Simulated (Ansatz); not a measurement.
**HfO$_{2}$ (Fm-3m), clamped-ion strain scan**

These are results of Ansatz, DFT PBE, scalar-relativistic, plane waves, PAW, not measurements. The runs took a 420 eV cutoff, a Γ-centred 8×8×8 mesh and Gaussian smearing (0.05 eV). Spin–orbit coupling is left out, which matters for the heavy elements here. No spin polarisation. Energies are free energies at this smearing, counted from the undisturbed cell; pressure is positive in compression.

The undisturbed cell (as given, not relaxed at this level; it stands at -2.5 GPa; this fluorite-type form isn't the usual structure):

```
Hf O
1.0
     0.00000    2.55750    2.55750
     2.55750    0.00000    2.55750
     2.55750    2.55750    0.00000
Hf O
1 2
Cartesian
  0.0000 0.0000 0.0000
  1.2788 1.2788 1.2788
  3.8363 3.8363 3.8363
```

The cell is strained by ε times the Voigt pattern (0, 1, 0, 0, 0, 0) (xx, yy, zz, yz, xz, xy; engineering shear) with fractional coordinates fixed.

```tsv
ε	ΔE (meV/atom)	stress summed along the pattern (GPa, tension positive)	pressure (GPa)	gap on the mesh (eV)
-0.1500	509.0	-114.95	53.2	1.31
-0.1125	261.1	-76.38	34.5	2.17
-0.0750	103.9	-45.07	19.5	2.86
-0.0375	21.0	-19.22	7.4	3.41
0.0000	0.0	2.46	-2.5	3.72
0.0375	31.1	20.93	?	?
0.0750	?	36.79	-16.9	?
0.1125	221.2	50.47	-22.0	2.20
0.1312	?	56.58	?	1.90
0.1500	368.8	62.28	-26.1	1.60
```

(1) Give the withheld values.

## Answers

(1) pressure (GPa) at ε = 0.0375: -10.4; gap on the mesh (eV) at ε = 0.0375: 3.35; ΔE (meV/atom) at ε = 0.0750: 106.9; gap on the mesh (eV) at ε = 0.0750: 2.79; ΔE (meV/atom) at ε = 0.1312: 290.9; pressure (GPa) at ε = 0.1312: -24.2.